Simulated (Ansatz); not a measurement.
Zn:

```
Zn
1.0
    -1.59358    1.77662    1.74602
     1.50392   -1.50664    1.38638
     1.54411    1.45717   -1.47605
Zn
1
Direct
  0.00000 0.00000 0.00000
```

The cell isn't the ideal one: cell sheared at random, sigma 0.06, atoms nudged by 0.01 Å.

| Property | Result |
| --- | --- |
| Program | Ansatz 0.2.0 |
| Task | relaxation of cell and atoms |
| Functional | PBE0 |
| Potentials or basis | Ansatz PAW |
| Cutoff | 420 eV (not typed: the program's choice for these potentials) |
| k mesh | 6 × 6 × 6 |
| Occupations | fermi-dirac, width 0.05 eV |
| Spin | no spin polarisation |

At the start: volume 15.31 Å³/atom.

**Question.** How do energy, volume and symmetry change on relaxing?

**Answer.** It ends after 7 steps and the volume is 15.69 Å³/atom (+2.5 %); space group C2/m (No. 12, to 0.05 Å).

The path:
```
step  energy change (eV)  largest force (eV/Å)  volume (Å³)
   1              0.0000                0.0000        15.31
   2             -0.0084                0.0000        15.59
   3             -0.0090                0.0000        15.75
   4             -0.0108                0.0000        15.70
   5             -0.0108                0.0000        15.69
   6             -0.0108                0.0000        15.69
   7             -0.0112                0.0000        15.69
```

Final structure:
```
Zn
1.0
    -1.65617    1.77225    1.77656
     1.55364   -1.51608    1.41547
     1.55315    1.41856   -1.51332
Zn
1
Direct
  0.00000 0.00000 0.00000
```

Caveat: the k mesh is coarse (spacing up to 0.50 Å⁻¹), so the values aren't converged, least of all with exact exchange; the plane-wave basis is chosen anew once the cell has moved, so the energies of steps on either side of that aren't comparable; the PAW data sets come from PBE, with cores solved anew for the run's functional, which leaves a small shift of forces and pressure.
